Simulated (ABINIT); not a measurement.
Runs of ABINIT 10.8.3 (patched build) on MgTe. It takes space group F-43m (No. 216, cubic). Conventional cell: a = 6.464 Å, b = 6.464 Å, c = 6.464 Å, α = 90.00°, β = 90.00°, γ = 90.00°. Around Te (site symmetry -43m) lie 4 Mg at 2.80 Å. Around Mg (site symmetry -43m) lie 4 Te at 2.80 Å. The cell comes from a database or a generator and needn't be the stable form of this composition.

| level | gap on the mesh (eV) | pressure (GPa) |
| --- | --- | --- |
| PBEsol | (a) | -0.3 |
| WC | 2.30 | -0.3 |
| RPBE | 2.61 | 1.9 |
| LDA | 2.19 | -1.4 |
| revPBE | 2.57 | 1.7 |
| AM05 | 2.42 | 0.1 |
| PW91 | (b) | (c) |
| BLYP | 2.50 | 2.1 |
| PBE | 2.42 | 0.8 |

Alike in all rows: task single point; potentials or basis JTH PAW PBE v2.0; no spin polarisation; cell as given; k mesh 7 × 7 × 7; cutoff (eV) 626; smearing fermi-dirac 0.05 eV.

Task: Fill in the values left out.

Result: (a) 2.31; (b) 2.41; (c) 0.7.

Caveats: spin-orbit coupling is left out, which moves the levels of the heavy elements; the PAW data sets were made with another functional, which shifts forces and pressure a little (some runs); an odd mesh through Γ misses points on the zone boundary, where band edges often lie (some runs).

A k mesh can miss the band edges, and the runs leave out spin-orbit coupling on Te.
